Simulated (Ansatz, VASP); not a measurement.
Two plane-wave programs on Zr

```
Zr
1.0
     3.13501    0.00000    0.00000
    -1.04500    2.95572    0.00000
     0.00000    0.00000   25.23891
Zr
5
Cartesian
  1.0450 1.4779 7.5000
  0.0000 0.0000 10.0597
  1.0450 1.4779 12.6195
  0.0000 0.0000 15.1792
  1.0450 1.4779 17.7389
```

Alike in both runs: task single point; functional PBE; k mesh 9 × 9 × 1; occupations fermi-dirac, width 0.05 eV; no spin polarisation.

|  | VASP | Ansatz |
| --- | --- | --- |
| version | VASP 6.6.1 | Ansatz 0.2.0 |
| potentials or method | VASP PAW PBE potentials, release 64 (Zr_sv) | Ansatz PAW |
| plane-wave cutoff (eV) | 520 | 420 |
| valence electrons in the cell | 60 | 60 |

```csv
,VASP,Ansatz,Ansatz less VASP
gap on the k mesh at the Fermi level (eV),none,none,-
rms of the force components (eV/Å),0.278,0.279,+0.0006
"work function, face that differs most (eV)",3.91,4.06,+0.149
```

Atom by atom the forces differ by 0.001 eV/Å (rms over components). A gap of «none» marks a metal or a gap that the smearing closes.
